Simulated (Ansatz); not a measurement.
# GaAs (F-43m): gap against strain (uniaxial along x, other directions held)

A 2-atom cell of GaAs started from a crystallographic database, relaxed with r2SCAN in the PAW code Ansatz, then strained (uniaxial along x, other directions held; changes of length per length, axes as in the cell below) with the atoms relaxed again within the symmetry that is left. It is cubic, F-43m (No. 216); a = 5.666 Å in the conventional setting, 22.74 Å³ an atom. Around Ga lie 4 As at 2.45 Å; around As lie 4 Ga at 2.45 Å. (Simulation; spin polarisation is off.)

```
Ga As
1.0
     0.00000    2.83308    2.83308
     2.83308    0.00000    2.83308
     2.83308    2.83308    0.00000
Ga As
1 1
Direct
  0.00000 0.00000 0.00000
  0.25000 0.25000 0.25000
```

Gaps are the least over each mesh (PBE 8×8×8, r2SCAN 8×8×8, HSE06 6×6×6 when unstrained) and the special points, which keep their unstrained names; stress is the change from the unstrained cell, compression positive.

| strain (%) | gap, PBE (eV) | gap, r2SCAN (eV) | gap, HSE06 (eV) | edges, HSE06 | stress along the strain, r2SCAN (GPa) | energy rise, r2SCAN (meV/atom) |
| --- | --- | --- | --- | --- | --- | --- |
| -1.88 | 0.535 | 1.039 | 1.447 | Γ | +2.26 | 3.0 |
| 0.0 | 0.466 | 0.962 | 1.364 | Γ | 0.00 | 0.0 |
| +1.02 | 0.370 | 0.860 | 1.257 | Γ | -1.18 | 0.8 |
| +4.52 | 0.040 | 0.505 | 0.883 | Γ | -5.01 | 16.3 |

Between zero and the nearest strains the slope of the HSE06 gap against strain is -0.044 eV per percent for negative and -0.105 for positive strain.

The runs are scalar-relativistic, without spin-orbit coupling.

Gaps or overlaps of about a tenth of an eV are at the limit of these meshes: between the points read a gap can be smaller or closed.

The meshes of the hybrids are coarse, so their gaps aren't converged to the digits shown.
